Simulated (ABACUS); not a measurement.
# TePb (Fm-3m) in ABACUS: settings compared

The runs below take TePb through band structure, equation of state, with WC, TPSS.

Program: ABACUS 3.10.1. These are calculated values, not measurements. Logs are shortened: lines on timing, memory, paths and dates and some standing lists are left out, and cuts for length are marked.

**Experimental background.**

From a printed reference work, monograph, for a bulk crystal of TePb at 4.2 K: band gap 0.19 eV (direct).

The results are compared with them further down.

### Step 1. Starting point

It takes space group Fm-3m (No. 225, cubic). The conventional cell has a = 6.462 Å, b = 6.462 Å, c = 6.462 Å, α = 90.00°, β = 90.00°, γ = 90.00°. Around Pb (site symmetry m-3m) lie 6 Te at 3.23 Å. Around Te (site symmetry m-3m) lie 6 Pb at 3.23 Å.

### Step 2. Band structure, WC

Contents of INPUT:

```
INPUT_PARAMETERS
suffix              TePb
calculation         nscf
basis_type          pw
pseudo_dir          ./
symmetry            -1
dft_functional      wc
ecutwfc             83.0
pseudo_rcut         10
nspin               1
nbands              25
ks_solver           dav
smearing_method     fd
smearing_sigma      0.00367493
scf_thr             1e-08
scf_nmax            100
mixing_type         broyden
mixing_beta         0.7
init_chg            file
pw_diag_thr         1e-07
out_band            1
kpar                4
```

Contents of STRU:

```
ATOMIC_SPECIES
Pb 207.2000 Pb_ONCV_PBE-1.2.upf
Te 127.6000 Te_ONCV_PBE-1.2.upf

LATTICE_CONSTANT
1.8897261246

LATTICE_VECTORS
-3.2310000000 0.0000000000 3.2310000000
0.0000000000 3.2310000000 3.2310000000
-3.2310000000 3.2310000000 0.0000000000

ATOMIC_POSITIONS
Direct

Pb
0.0
1
0.0000000000 0.0000000000 0.0000000000 1 1 1

Te
0.0
1
0.5000000000 0.5000000000 0.5000000000 1 1 1
```

Contents of KPT:

```
K_POINTS
12
Line
0.00000000 0.00000000 0.00000000 10 // G
0.50000000 0.00000000 0.50000000 10 // X
0.50000000 0.25000000 0.75000000 10 // W
0.37500000 0.37500000 0.75000000 10 // K
0.00000000 0.00000000 0.00000000 10 // G
0.50000000 0.50000000 0.50000000 10 // L
0.62500000 0.25000000 0.62500000 10 // U
0.50000000 0.25000000 0.75000000 10 // W
0.50000000 0.50000000 0.50000000 10 // L
0.37500000 0.37500000 0.75000000 1 // K
0.62500000 0.25000000 0.62500000 10 // U
0.50000000 0.00000000 0.50000000 1 // X
```

Potentials or basis: SG15 ONCV 1.2 PBE, plane waves.

Run with:

```console
$ OMP_NUM_THREADS=1 mpirun -np 4 abacus > log
```

running log:

```text
ABACUS v3.10.1

               Atomic-orbital Based Ab-initio Computation at UStc

 ------------------------------------------------------------------------------------

 READING GENERAL INFORMATION
                           global_out_dir = OUT.TePb/
                           global_in_card = INPUT
                               pseudo_dir = ./
                              orbital_dir =
                                    DSIZE = 4
                                    GSIZE = 1

 READING UNITCELL INFORMATION
                                    ntype = 2
                  lattice constant (Bohr) = 1.88973
              lattice constant (Angstrom) = 1

 READING ATOM TYPE 1
                               atom label = Pb
                      L=0, number of zeta = 1
                      L=1, number of zeta = 1
                      L=2, number of zeta = 1
             number of atom for this type = 1

 READING ATOM TYPE 2
                               atom label = Te
                      L=0, number of zeta = 1
                      L=1, number of zeta = 1
                      L=2, number of zeta = 1
             number of atom for this type = 1

                        TOTAL ATOM NUMBER = 2
DIRECT COORDINATES
    atom                   x                   y                   z     mag                  vx                  vy                  vz
taud_Pb1            0.0000000000        0.0000000000        0.0000000000  0.0000        0.0000000000        0.0000000000        0.0000000000
taud_Te1            0.5000000000        0.5000000000        0.5000000000  0.0000        0.0000000000        0.0000000000        0.0000000000

                          Volume (Bohr^3) = 455.237
                             Volume (A^3) = 67.4591

 Lattice vectors: (Cartesian coordinate: in unit of a_0)
               -3.231                  +0              +3.231
                   +0              +3.231              +3.231
               -3.231              +3.231                  +0
 Reciprocal vectors: (Cartesian coordinate: in unit of 2 pi/a_0)
            -0.154751           -0.154751           +0.154751
            +0.154751           +0.154751           +0.154751
            -0.154751           +0.154751           -0.154751
 The esolver type has been set to : ksdft_pw

                PAO radial cut off (Bohr) = 10

 Read in pseudopotential file is Pb_ONCV_PBE-1.2.upf
                     pseudopotential type = NC
          exchange-correlation functional = PBE
                 nonlocal core correction = 0
                        valence electrons = 14
                                     lmax = 3
                           number of zeta = 0
                     number of projectors = 8
                           L of projector = 0
                           L of projector = 0
                           L of projector = 1
                           L of projector = 1
                           L of projector = 2
                           L of projector = 2
                           L of projector = 3
                           L of projector = 3
 XC functional updated to : wc
          exchange-correlation functional = WC
                PAO radial cut off (Bohr) = 10

 Read in pseudopotential file is Te_ONCV_PBE-1.2.upf
                     pseudopotential type = NC
[... 68 lines left out ...]
       2  0.05000000  0.00000000  0.05000000  1.0000
       3  0.10000000  0.00000000  0.10000000  1.0000
       4  0.15000000  0.00000000  0.15000000  1.0000
       5  0.20000000  0.00000000  0.20000000  1.0000
       6  0.25000000  0.00000000  0.25000000  1.0000
[... 22 lines left out ...]
      29  0.40000000  0.35000000  0.75000000  1.0000
      30  0.38750000  0.36250000  0.75000000  1.0000
[... 72 further k points ...]

           k-point number in this process = 26
       minimum distributed K point number = 25

[... K-POINTS CARTESIAN COORDINATES: 26 rows ...]

[... K-POINTS DIRECT COORDINATES: 26 rows ...]

 SETUP PLANE WAVES FOR WAVE FUNCTIONS
     energy cutoff for wavefunc (unit:Ry) = 83
              fft grid for wave functions = [ 54, 54, 54 ]
                    number of plane waves = 6879
                         number of sticks = 475

 PARALLEL PW FOR WAVE FUNCTIONS
     PROC   COLUMNS(POT)             PW
        1            475           6879
 --------------- sum -------------------
        1            475           6879

 SETUP NONLOCAL PSEUDOPOTENTIALS IN PLANE WAVE BASIS
 Pb non-local projectors:
 projector 1 L=0
 projector 2 L=0
 projector 3 L=1
 projector 4 L=1
 projector 5 L=2
 projector 6 L=2
 projector 7 L=3
 projector 8 L=3
 Te non-local projectors:
 projector 1 L=0
 projector 2 L=0
 projector 3 L=1
 projector 4 L=1
 projector 5 L=2
 projector 6 L=2
      TOTAL NUMBER OF NONLOCAL PROJECTORS = 50

 Init Non-Local PseudoPotential table :
 Init Non-Local-Pseudopotential done.

                                     npwx = 5841

 -------------------------------------------
 NONSELF-CONSISTENT
 -------------------------------------------
                                 init_chg = file
 try to read charge from file
 Read in the charge density: OUT.TePb//TePb-CHARGE-DENSITY.restart

 PW ALGORITHM --------------- ION=   1  ELEC=   1--------------------------------

 k(1/102) Iter steps (avg)=12 threshold=1e-07

 k(2/102) Iter steps (avg)=11 threshold=1e-07
 k(3/102) Iter steps (avg)=12 threshold=1e-07
 k(4/102) Iter steps (avg)=13 threshold=1e-07
 k(5/102) Iter steps (avg)=15 threshold=1e-07
 k(6/102) Iter steps (avg)=21 threshold=1e-07
 k(7/102) Iter steps (avg)=27 threshold=1e-07
 k(8/102) Iter steps (avg)=22 threshold=1e-07
 k(9/102) Iter steps (avg)=18 threshold=1e-07
 k(10/102) Iter steps (avg)=18 threshold=1e-07
 k(11/102) Iter steps (avg)=17 threshold=1e-07
[... 5 lines left out ...]
 k(17/102) Iter steps (avg)=16 threshold=1e-07
 k(18/102) Iter steps (avg)=15 threshold=1e-07
 k(19/102) Iter steps (avg)=15 threshold=1e-07
 k(20/102) Iter steps (avg)=14 threshold=1e-07
 k(21/102) Iter steps (avg)=15 threshold=1e-07
 k(22/102) Iter steps (avg)=15 threshold=1e-07
 k(23/102) Iter steps (avg)=14 threshold=1e-07
 k(24/102) Iter steps (avg)=15 threshold=1e-07
 k(25/102) Iter steps (avg)=15 threshold=1e-07
 k(26/102) Iter steps (avg)=16 threshold=1e-07
[... levels at 26 k points of this process ...]

 Density error is 0.00000000000
                          Error Threshold = 1.00000000000e-07
----------------------------------------------------------
     Energy           Rydberg                 eV
----------------------------------------------------------
 E_KohnSham     -287.5861206922      -3912.8099071294
 E_KS(sigma->0) -287.5861185787      -3912.8098783741
 E_Harris       -287.5861206922      -3912.8099071294
 E_band         -21.0554098016       -286.4735470269
 E_one_elec     -112.3392999278      -1528.4545883490
 E_Hartree      66.7264274428        907.8596204055
 E_xc           -32.2875529442       -439.2946945172
 E_Ewald        -209.6856910361      -2852.9201871582
 E_entropy(-TS) -0.0000042269        -0.0000575106
 E_descf        0.0000000000         0.0000000000
 E_exx          0.0000000000         0.0000000000
 E_Fermi        0.7324234755         9.9651326163
----------------------------------------------------------

 charge density convergence is achieved
 final etot is -3912.8099071 eV
 EFERMI = 9.9651326163 eV

 STATE ENERGY(eV) AND OCCUPATIONS    NSPIN == 1
 1/26 kpoint (Cartesian) = 0.0000 0.0000 0.0000 (5817 pws)
       1       -26.3950      0.0196078
       2       -26.3950      0.0196078
       3       -26.3876      0.0196078
       4       -26.3876      0.0196078
       5       -26.3876      0.0196078
       6       -6.91680      0.0196078
[... 152 lines left out ...]
      24        20.3840        0.00000
      25        23.6750        0.00000

[... levels at 20 further k points ...]

 --------------------------------------------
 !FINAL_ETOT_IS -3912.809907129430 eV
 --------------------------------------------

 Output bands in file: OUT.TePb/BANDS_1.dat
```

stdout:

```text
ABACUS v3.10.1

               Atomic-orbital Based Ab-initio Computation at UStc

 dft_functional readin is: wc
 dft_functional in pseudopot file is: PBE
 Please make sure this is what you need
 dft_functional readin is: wc
[... 19 lines left out ...]
 ELEMENT NATOM       XC
 Pb      1
 Te      1
 ---------------------------------------------------------
 Initial plane wave basis and FFT box
 ---------------------------------------------------------
 -------------------------------------------
 NONSELF-CONSISTENT :
 -------------------------------------------
 START CHARGE      : file
 ITER       ETOT/eV          EDIFF/eV         DRHO     TIME/s
 DA1     -3.91280991e+03   0.00000000e+00   0.0000e+00  46.14
```

It took 47 s on 4 MPI ranks of Intel Xeon Platinum 8259CL at 2.50GHz (Skylake/Cascade Lake), shared host; peak memory 0.72 GiB.

What came out:

```yaml
Band_gap_along_the_path: 0.65 eV, direct
```

Levels at the corners of the path, in eV from the Fermi level:
| point | band 11 | band 12 | band 13 | band 14 | band 15 | band 16 | band 17 | band 18 | band 19 | band 20 |
| --- | --- | --- | --- | --- | --- | --- | --- | --- | --- | --- |
| Γ | -12.37 | -5.92 | -1.68 | -1.68 | -1.68 | 3.73 | 3.73 | 3.73 | 5.44 | 5.44 |
| X | -10.68 | -7.60 | -4.87 | -3.15 | -3.15 | 2.87 | 5.13 | 5.13 | 6.32 | 9.94 |
| W | -10.53 | -8.30 | -4.15 | -4.15 | -0.69 | 1.30 | 4.83 | 4.83 | 6.50 | 6.50 |
| K | -10.59 | -8.28 | -4.49 | -2.65 | -2.43 | 3.20 | 3.43 | 4.74 | 5.56 | 8.53 |
| Γ | -12.37 | -5.92 | -1.68 | -1.68 | -1.68 | 3.73 | 3.73 | 3.73 | 5.44 | 5.44 |
| L | -10.94 | -8.91 | -1.22 | -1.22 | -0.33 | 0.32 | 0.90 | 0.90 | 7.97 | 8.89 |
| U | -10.59 | -8.28 | -4.49 | -2.65 | -2.43 | 3.20 | 3.43 | 4.74 | 5.56 | 8.53 |
| W | -10.53 | -8.30 | -4.15 | -4.15 | -0.69 | 1.30 | 4.83 | 4.83 | 6.50 | 6.50 |
| L | -10.94 | -8.91 | -1.22 | -1.22 | -0.33 | 0.32 | 0.90 | 0.90 | 7.97 | 8.89 |
| K | -10.59 | -8.28 | -4.49 | -2.65 | -2.43 | 3.20 | 3.43 | 4.74 | 5.56 | 8.53 |
| U | -10.59 | -8.28 | -4.49 | -2.65 | -2.43 | 3.20 | 3.43 | 4.74 | 5.56 | 8.53 |
| X | -10.68 | -7.60 | -4.87 | -3.15 | -3.15 | 2.87 | 5.13 | 5.13 | 6.32 | 9.94 |

Caveat: the density is read from an earlier self-consistent run, whose mesh may be coarse; the potentials were made for another functional, which shifts forces and pressure; spin-orbit coupling is left out, which moves the levels of the heavy elements.

### Step 3. Equation of state, WC, 31.71 Å³/atom (volume scaled by 0.94)

Contents of INPUT:

```
INPUT_PARAMETERS
suffix              TePb
calculation         scf
basis_type          pw
pseudo_dir          ./
latname             fcc
symmetry            1
dft_functional      wc
ecutwfc             83
pseudo_rcut         10
nspin               1
nbands              19
ks_solver           dav
smearing_method     fd
smearing_sigma      0.00367493
scf_thr             1e-08
scf_nmax            100
mixing_type         broyden
mixing_beta         0.7
cal_force           1
cal_stress          1
kpar                4
```

Contents of STRU:

```
ATOMIC_SPECIES
Pb 207.2000 Pb_ONCV_PBE-1.2.upf
Te 127.6000 Te_ONCV_PBE-1.2.upf

LATTICE_CONSTANT
11.9621278169

ATOMIC_POSITIONS
Direct

Pb
0.0
1
0.0000000000 0.0000000000 0.0000000000 1 1 1

Te
0.0
1
0.5000000000 0.5000000000 0.5000000000 1 1 1
```

Contents of KPT:

```
K_POINTS
0
Gamma
6 6 6 0 0 0
```

Potentials or basis: SG15 ONCV 1.2 PBE, plane waves.

Run with:

```console
$ OMP_NUM_THREADS=1 mpirun -np 4 abacus > log
```

Wall time 11 s (4 MPI ranks of Intel Xeon Platinum 8259CL at 2.50GHz (Skylake/Cascade Lake), shared host); peak memory 0.48 GiB.

It converged, with:

| Property | Result |
| --- | --- |
| Free energy | -3911.8159 eV |
| Pressure | 2.8 GPa |
| Band gap on the k mesh | 0.50 eV, direct |

Caveat: the potentials were made for another functional, which shifts forces and pressure; spin-orbit coupling is left out, which as a rule narrows the gap of such compounds by several tenths of an eV.

### Step 4. Equation of state, WC, 33.05 Å³/atom (volume scaled by 0.98)

INPUT is that of step 3.

STRU: that of step 3 with these lines changed.

```diff
@@ -5,3 +5,3 @@
 LATTICE_CONSTANT
-11.9621278169
+12.1294519748
```

KPT is that of step 3.

Run with:

```console
$ OMP_NUM_THREADS=1 mpirun -np 4 abacus > log
```

Run time: 11 s. Hardware: 4 MPI ranks of Intel Xeon Platinum 8259CL at 2.50GHz (Skylake/Cascade Lake), shared host; peak memory 0.48 GiB.

Results (log left out):

- Free energy: -3911.8440 eV
- Pressure: 0.6 GPa
- Band gap on the k mesh: 0.60 eV, direct

Caveat: the potentials were made for another functional, which shifts forces and pressure; spin-orbit coupling is left out, which as a rule narrows the gap of such compounds by several tenths of an eV.

### Step 5. Equation of state, WC, 34.40 Å³/atom (volume scaled by 1.02)

INPUT is that of step 4.

STRU: that of step 4 with these lines changed.

```diff
@@ -5,3 +5,3 @@
 LATTICE_CONSTANT
-12.1294519748
+12.2922828406
```

KPT is that of step 4.

Run with:

```console
$ OMP_NUM_THREADS=1 mpirun -np 4 abacus > log
```

Run time: 15 s. Hardware: 4 MPI ranks of Intel Xeon Platinum 8259CL at 2.50GHz (Skylake/Cascade Lake), shared host; peak memory 0.52 GiB.

It converged, with:

- Free energy: -3911.8386 eV
- Pressure: -1.2 GPa
- Band gap on the k mesh: 0.69 eV, direct

Caveat: the potentials were made for another functional, which shifts forces and pressure; spin-orbit coupling is left out, which as a rule narrows the gap of such compounds by several tenths of an eV.

### Step 6. Equation of state, WC, 35.75 Å³/atom (volume scaled by 1.06)

INPUT is that of step 5.

STRU: that of step 5 with these lines changed.

```diff
@@ -5,3 +5,3 @@
 LATTICE_CONSTANT
-12.2922828406
+12.4509104373
```

KPT is that of step 5.

Potentials or basis: SG15 ONCV 1.2 PBE, plane waves.

Run with:

```console
$ OMP_NUM_THREADS=1 mpirun -np 4 abacus > log
```

Run time: 15 s. Hardware: 4 MPI ranks of Intel Xeon Platinum 8259CL at 2.50GHz (Skylake/Cascade Lake), shared host; peak memory 0.52 GiB.

It converged, with:

```yaml
Free_energy: -3911.8063 eV
Pressure: -2.6 GPa
Band_gap_on_the_k_mesh: 0.76 eV, direct
```

Caveat: the potentials were made for another functional, which shifts forces and pressure; spin-orbit coupling is left out, which as a rule narrows the gap of such compounds by several tenths of an eV.

### Step 7. Equation of state, WC

Potentials or basis: SG15 ONCV 1.2 PBE, plane waves.

No new run: the results of the series are fitted here.

What came out:

- Equilibrium volume: 33.48 Å³/atom
- Bulk modulus: 46 GPa
- Pressure derivative of the bulk modulus: 4.2 (rough: it moves with the points fitted)

Energy against volume, from the lowest point:
```
volume (Å³/atom)  energy (meV/atom)
          31.706              14.03
          33.055               0.00
          34.404               2.66
          35.753              18.84
```

Caveat: the potentials were made for another functional, which shifts forces and pressure.

[end of part 1 of 2]
